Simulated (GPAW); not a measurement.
Runs of GPAW 26.7.0 on CdSe (Cadmoselite). The structure is hexagonal, space group P6_3mc (No. 186). The conventional cell has a = 4.300 Å, b = 4.300 Å, c = 7.020 Å, α = 90.00°, β = 90.00°, γ = 120.00°. Around Cd (site symmetry 3m) lie 4 Se at 2.61 to 2.70 Å. Se (site symmetry 3m) is surrounded by 4 Cd at 2.61 to 2.70 Å. 

```csv
task,level,potentials or basis,spin,cell,band path,band points,spin axis theta (degrees),spin axis phi (degrees),optimizer,gap on the mesh (eV),pressure (GPa),relaxed volume (Å³/atom),largest force (eV/Å)
band structure,r4SCAN,"GPAW PAW data sets (gpaw-data 1.2.1), pw","SOC, no magnetisation",as given,"GMKGALHA,LM,KH",100,0,0,-,0.93,0.9,-,0.30
relaxation of cell and atoms,SCAN,"GPAW PAW data sets (gpaw-data 1.2.1), pw",off,relaxed,-,-,-,-,BFGS,1.00,0.0,28.56,0.02
relaxation of cell and atoms,TPSS,"GPAW PAW data sets (gpaw-data 1.2.1), pw",off,relaxed to 2 GPa,-,-,-,-,BFGS,0.88,2.0,-,0.01
relaxation of cell and atoms,revPBE,"the program's PAW data sets (release 1.2.1) made for this functional, pw",off,relaxed to -1 GPa,-,-,-,-,LBFGS,(c),-1.1,-,0.02
band structure,TPSS,"GPAW PAW data sets (gpaw-data 1.2.1), pw","SOC, no magnetisation",as given,"GMKGALHA,LM,KH",80,90,45,-,(b),2.4,-,0.27
relaxation of cell and atoms,M06-L,"GPAW PAW data sets (gpaw-data 1.2.1), pw",off,relaxed,-,-,-,-,BFGS,0.85,0.0,(a),0.02
```

Alike in all rows: k mesh 5 × 5 × 3; cutoff (eV) 600; smearing fermi-dirac 0.05 eV.

Problem. Fill in the values left out.

Solution. (a) 29.89; (b) 0.78; (c) 0.55.

Caveats: the PAW data sets were made with another functional, which shifts forces and pressure a little (some runs); later steps reuse the first step's grids (some runs); spin-orbit coupling was added after a scalar SCF, so levels and gaps hold it while energy, forces, pressure and moments don't (some runs); this program's spin-orbit splittings come out too wide for heavy elements (some runs).

A k mesh can miss the band edges, and rows without SOC leave out spin-orbit coupling on Cd, Se.
